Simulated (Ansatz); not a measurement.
**One relaxed cell of In5AgSe8 at several levels**

A database entry relaxed whole under r2SCAN at zero pressure (P-42m, No. 111):

```xyz
14
Lattice="5.8369 0.0000 0.0000 0.0000 5.8369 0.0000 0.0000 0.0000 11.9548" Properties=species:S:1:pos:R:3 pbc="T T T"
In    0.0000    2.9184    3.0235
In    2.9184    0.0000    8.9312
In    0.0000    2.9184    8.9312
In    2.9184    0.0000    3.0235
In    2.9184    2.9184    0.0000
Ag    0.0000    0.0000    5.9774
Se    1.3311    1.3311    1.3427
Se    1.3311    4.5058   10.6121
Se    4.5058    4.5058    1.3427
Se    4.5058    1.3311   10.6121
Se    4.2543    4.2543    7.4170
Se    4.2543    1.5825    4.5377
Se    1.5825    1.5825    7.4170
Se    1.5825    4.2543    4.5377
```

Its volume is 29.09 Å³ an atom, +4.4 % against the entry's 27.86, a cell as deposited in COD (1983).

Single points on this cell with plane-wave PAW DFT (Ansatz 0.2.0; r2SCAN 500 eV, hybrids 420 eV; fermi-dirac occupations of width 0.100 eV; no moments): r2SCAN on a 6×6×3 Γ-centred mesh; r2SCAN with spin-orbit coupling on a 5×5×3 Γ-centred mesh; HSE06 on a 4×4×2 Γ-centred mesh; PBE0 on a 4×4×2 Γ-centred mesh.

**Question.** How do gap, pressure and charges move from level to level?

**Answer.** The runs give:

| level | gap (eV), or kind | pressure (GPa) | Bader charge of In (e) | Bader charge of Ag (e) | Bader charge of Se (e) |
| --- | --- | --- | --- | --- | --- |
| r2SCAN | 0.66 | 0.0 | +1.12 | +0.30 | -0.74 |
| r2SCAN with spin-orbit coupling | 0.66 | 0.0 | +1.12 | +0.30 | -0.74 |
| HSE06 | its mesh misses the band edges | 0.0 | +1.13 | +0.29 | -0.74 |
| PBE0 | its mesh misses the band edges | -0.1 | +1.14 | +0.29 | -0.75 |

Under r2SCAN the gap is 0.66 eV, over mesh and band path. Spin-orbit coupling moves the r2SCAN gap by +0.00 eV.

Caveats: the relaxation kept the start's symmetry; the relaxed cell lies far from the entry, by an error of the functional or of the entry; hybrid pressures are good to a few tenths of a GPa; pressure is positive in compression.
